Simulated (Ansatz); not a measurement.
# GdN in the rocksalt structure

Computed with Ansatz (plane waves, PAW, 420 eV cutoff): PBE+U (U_eff = 6 eV on Gd 4f), scalar-relativistic, collinear spin, 10×10×10 k-mesh, Gaussian smearing of 0.05 eV; PAW files: Ansatz's generated set soft_2.

```yaml
crystal:
  lattice:
    - [0.00000, 2.50112, 2.50112]
    - [2.50112, 0.00000, 2.50112]
    - [2.50112, 2.50112, 0.00000]
  atoms:
    - { symbol: Gd, position: [0.50000, 0.50000, 0.50000] }
    - { symbol: N, position: [0.00000, 0.00000, 0.00000] }
```

The start was a prototype's sites filled with these elements; the Crystallography Open Database holds the compound in this structure.

Magnetic state: ferromagnetic, site spin moments Gd 6.94; N -0.14 μB.

The cell is relaxed to zero pressure at this level.

Path: Γ–X–U | K–Γ–L–W–X, with Γ = (0.000, 0.000, 0.000), X = (0.500, 0.000, 0.500), U = (0.625, 0.250, 0.625), K = (0.375, 0.375, 0.750), L = (0.500, 0.500, 0.500), W = (0.500, 0.250, 0.750) in reciprocal vectors of the calculation's cell.

**Question.** Is it a metal or an insulator, and if it has a gap, where are the band edges on this path?

**Answer.** A metal: bands cross the Fermi level.

Bands as a text map, energy in eV from the Fermi level (dashes), each leg drawn with the same width, + spin up, o spin down, # both:
```
  3.71 |o#+               o+   ooo  #       ##++o       
  3.43 |o                  + o#o# +o          oo        
  3.14 |+o                 o## + oo+            #       
  2.86 | +              #   ++   ++                     
  2.57 |+                    +++++               #      
  2.29 | +o           oo                                
  2.00 |             o++                          #     
  1.71 |  +o         +                                  
  1.43 |            o                              #    
  1.14 |   +o      o+                               o   
  0.86 |          o+                                +   
  0.57 |    +o   o+                                  o  
  0.29 |+     ooo+            +++                    +oo
  0.00 |-+---+--+-------------+-----------------------+-
 -0.29 |o ++++++++           + o +                   +++
 -0.57 | #oooooo#o++        +#o o+                   o#o
 -0.86 | o       #oo+       o#   o+                 ##  
 -1.14 |       ooo#oo###o o#     oo           ooooo##ooo
 -1.43 |      o+++++#+##+#+ #o    +#        o#+++++#++++
 -1.71 |  +   +     +o  #         o        o#+    #     
 -2.00 |  o  o       +oo ###+       #     ##   ++#      
 -2.29 |     +        ++    o      + #####+  ##oo       
 -2.57 |   ##           #          o        o           
 -2.86 |                   #                +           
 -3.14 |                 ##         #      #            
 -3.43 |                                  o             
 -3.71 |                             #   o+             
 -4.00 |                              ooo+              
        Γ      X      UK       Γ       L       W       X
```

Formal charges Gd³⁺, N³⁻ leave Gd³⁺ with an open 4f⁷ shell. Exchange should fill one spin channel of a half-filled shell and leave an insulator, so a metal points to the functional or the structure. The run still finds no gap: within 0.1 eV of the Fermi level the projected states are 73 % N 2p, 25 % Gd 5d.

It ran for 11 s on 2 threads of Arm Neoverse V1 (shared host), peak memory 0.41 GiB.

Spin–orbit coupling, which matters for such heavy elements, is left out. The run wasn't fully tested for a lower electronic state. Site moments are of spin, integrated over atomic spheres. A U of this size is made for insulators; in a metal, as here, it tends to take f weight out of the bonding and to swell the cell.
